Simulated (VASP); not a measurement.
A run of VASP 6.6.1 is set up as follows.

The input POSCAR:

```
PbSe
1.0
    0.0000000000      3.0606500000      3.0606500000
    3.0606500000      0.0000000000      3.0606500000
    3.0606500000      3.0606500000      0.0000000000
Pb Se
1 1
Direct
    0.0000000000      0.0000000000      0.0000000000
    0.5000000000      0.5000000000      0.5000000000
```

The input INCAR.step1:

```
PREC = Accurate
ENCUT = 520
EDIFF = 1E-5
ISMEAR = -1
SIGMA = 0.05
LREAL = False
LASPH = True
NELM = 80
ALGO = Normal
ISIF = 2
LWAVE = True
LCHARG = False
NBANDS = 17
GGA = PE
```

The input INCAR.step2:

```
PREC = Accurate
ENCUT = 520
EDIFF = 1E-6
ISMEAR = -1
SIGMA = 0.05
LREAL = False
LASPH = True
NELM = 80
ALGO = Normal
ISIF = 2
LWAVE = False
LCHARG = False
METAGGA = MBJ
NBANDS = 17
ISTART = 1
```

Contents of KPOINTS:

```
regular mesh
0
Gamma
  8 8 8
```

Contents of KPOINTS_OPT:

```
path GXWKGLUWLK,UX
10
line-mode
reciprocal
 0.0000000000  0.0000000000  0.0000000000  G
 0.5000000000  0.0000000000  0.5000000000  X

 0.5000000000  0.0000000000  0.5000000000  X
 0.5000000000  0.2500000000  0.7500000000  W

 0.5000000000  0.2500000000  0.7500000000  W
 0.3750000000  0.3750000000  0.7500000000  K

 0.3750000000  0.3750000000  0.7500000000  K
 0.0000000000  0.0000000000  0.0000000000  G

 0.0000000000  0.0000000000  0.0000000000  G
 0.5000000000  0.5000000000  0.5000000000  L

 0.5000000000  0.5000000000  0.5000000000  L
 0.6250000000  0.2500000000  0.6250000000  U

 0.6250000000  0.2500000000  0.6250000000  U
 0.5000000000  0.2500000000  0.7500000000  W

 0.5000000000  0.2500000000  0.7500000000  W
 0.5000000000  0.5000000000  0.5000000000  L

 0.5000000000  0.5000000000  0.5000000000  L
 0.3750000000  0.3750000000  0.7500000000  K

 0.6250000000  0.2500000000  0.6250000000  U
 0.5000000000  0.0000000000  0.5000000000  X
```

Potentials or basis: VASP PAW PBE potentials, release 64 (Pb_d, Se).

Launch:

```sh
$ cat potpaw_PBE.64/Pb_d/POTCAR potpaw_PBE.64/Se/POTCAR > POTCAR
$ cp INCAR.step1 INCAR
$ mpirun -np 1 vasp_std > vasp.out
$ cp INCAR.step2 INCAR
$ mpirun -np 1 vasp_std > vasp.out
```

Q: Estimate the band gap along the path.

A: 0.86 eV, direct.

Q: Estimate the band gap on the k mesh.

A: 0.86 eV, direct.

Levels at the corners of the path, in eV from the valence-band top:
```tsv
point	band 7	band 8	band 9	band 10	band 11	band 12	band 13	band 14
Γ	-5.96	-2.05	-2.05	-2.05	5.09	5.09	5.09	6.74
X	-7.10	-4.87	-3.28	-3.28	4.18	5.95	5.95	6.42
X	-7.10	-4.87	-3.28	-3.28	4.18	5.95	5.95	6.42
W	-7.76	-4.17	-4.17	-0.94	2.28	5.28	5.28	8.10
W	-7.76	-4.17	-4.17	-0.94	2.28	5.28	5.28	8.10
K	-7.79	-4.49	-2.80	-2.35	3.73	4.24	5.77	6.26
K	-7.79	-4.49	-2.80	-2.35	3.73	4.24	5.77	6.26
Γ	-5.96	-2.05	-2.05	-2.05	5.09	5.09	5.09	6.74
Γ	-5.96	-2.05	-2.05	-2.05	5.09	5.09	5.09	6.74
L	-8.57	-1.66	-1.66	0.00	0.86	2.00	2.00	9.32
L	-8.57	-1.66	-1.66	0.00	0.86	2.00	2.00	9.32
U	-7.79	-4.49	-2.80	-2.35	3.73	4.24	5.77	6.26
U	-7.79	-4.49	-2.80	-2.35	3.73	4.24	5.77	6.26
W	-7.76	-4.17	-4.17	-0.94	2.28	5.28	5.28	8.10
W	-7.76	-4.17	-4.17	-0.94	2.28	5.28	5.28	8.10
L	-8.57	-1.66	-1.66	0.00	0.86	2.00	2.00	9.32
L	-8.57	-1.66	-1.66	0.00	0.86	2.00	2.00	9.32
K	-7.79	-4.49	-2.80	-2.35	3.73	4.24	5.77	6.26
U	-7.79	-4.49	-2.80	-2.35	3.73	4.24	5.77	6.26
X	-7.10	-4.87	-3.28	-3.28	4.18	5.95	5.95	6.42
```

Caveat: spin-orbit coupling is left out, which as a rule narrows the gap of such compounds by several tenths of an eV.

**Measured values to compare with.**

From a printed reference work, monograph, for a bulk crystal of PbSe at 300 K: band gap 0.28 eV (direct).

Measured gap of PbSe: 0.28 eV (direct; 300 K; a printed reference work, monograph). This calculation gives 0.86 eV (+0.58 eV). 2 values of this kind are on record (0.15 to 0.28 eV); this one was drawn at random. Spin-orbit coupling on Pb, Se is left out. The value is that of TB-mBJ, without temperature or zero-point motion.
